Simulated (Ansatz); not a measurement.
Runs of Ansatz 0.2.0 on TiSi2. Symmetry: Cmcm, No. 63, orthorhombic system. Conventional cell: a = 3.530 Å, b = 13.519 Å, c = 3.565 Å, α = 90.00°, β = 90.00°, γ = 90.00°. Around Ti (site symmetry m2m) lie 10 Si at 2.58 to 2.81 Å. Si (site symmetry m2m) has 4 Si at 2.51 Å and 4 Ti at 2.66 to 2.67 Å as nearest neighbours. Si (site symmetry m2m) is surrounded by 2 Si at 2.38 Å and 4 Ti at 2.58 Å. The cell comes from a database or a generator and needn't be the stable form of this composition.

```tsv
task	level	cell	k mesh	cutoff (eV)	points for each segment of the path	gap on the mesh (eV)	pressure (GPa)	relaxed volume (Å³/atom)	largest force (eV/Å)
density of states	PBEsol	as given	8 × 8 × 6	420	-	none	-2.2	-	0.21
relaxation of cell and atoms	PBE	relaxed	8 × 8 × 8	420	-	none	0.0	(b)	-
relaxation of cell and atoms	LDA	relaxed	8 × 8 × 8	420	-	none	0.0	13.60	-
band structure	PBE	as given	8 × 8 × 8	420	14	none	1.9	-	(a)
relaxation of cell and atoms	r2SCAN	relaxed	8 × 8 × 8	500	-	none	0.0	14.16	-
```

Alike in all rows: potentials or basis Ansatz PAW; no spin polarisation; smearing fermi-dirac 0.05 eV.

**Question.** Fill in the values left out.

**Answer.** (a) 0.19; (b) 14.35.

Caveats: the PAW data sets come from PBE, with cores solved anew for the run's functional, which leaves a small shift of forces and pressure (some runs); the plane-wave basis is chosen anew once the cell has moved, so the energies of steps on either side of that aren't comparable (some runs).

A gap of «none» marks a metal or a gap under the smearing width.
